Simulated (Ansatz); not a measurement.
Runs of Ansatz 0.2.0 on WC (Qusongite). Symmetry: P-6m2, No. 187, hexagonal system. The conventional cell has a = 2.907 Å, b = 2.907 Å, c = 2.837 Å, α = 90.00°, β = 90.00°, γ = 120.00°. W (site symmetry -6m2) is surrounded by 6 C at 2.20 Å. C (site symmetry -6m2) is surrounded by 6 W at 2.20 Å. 

```csv
task,level,potentials or basis,spin,cell,k mesh,cutoff (eV),smearing,gap on the mesh (eV),pressure (GPa),relaxed volume (Å³/atom)
relaxation of cell and atoms,revPBE,"all-electron LAPW, scalar-relativistic",off,relaxed,10 × 10 × 9,-,fermi-dirac 0.05 eV,-,0.0,10.62
relaxation of cell and atoms,RPBE,"all-electron LAPW, scalar-relativistic",off,relaxed,10 × 10 × 9,-,fermi-dirac 0.05 eV,-,0.0,(a)
single point,PBE,"all-electron LAPW, scalar-relativistic",off,as given,10 × 10 × 9,335,gaussian 0.023 eV,none,5.7,-
single point,PBE,"all-electron LAPW, scalar-relativistic",off,as given,10 × 10 × 9,335,gaussian 0.025 eV,none,5.7,-
single point,PBE,"all-electron LAPW, scalar-relativistic",off,as given,10 × 10 × 9,335,gaussian 0.03 eV,none,5.7,-
single point,PBE,"all-electron LAPW, scalar-relativistic",off,as given,10 × 10 × 9,335,gaussian 0.019 eV,none,5.7,-
relaxation of cell and atoms,PBE+D3(BJ),"all-electron LAPW, scalar-relativistic",off,relaxed,10 × 10 × 9,-,fermi-dirac 0.05 eV,-,0.0,10.33
single point,PBE,"all-electron LAPW, scalar-relativistic",off,as given,10 × 10 × 9,335,gaussian 0.029 eV,none,5.7,-
band structure,LDA,"all-electron LAPW, relativistic spinors","SOC, no magnetisation",as given,7 × 7 × 7,336,fermi-dirac 0.05 eV,-,-9.7,-
```

Alike in all rows: basis error allowed 0.001 eV/atom.

Fill in the values left out.

(a) 10.65.

Caveats: the k mesh is thin for a metal, which can move the energy by tens of meV per atom (some runs).

A k mesh can miss the band edges, and rows without SOC leave out spin-orbit coupling on W.

A gap of «none» marks a metal or a gap under the smearing width.
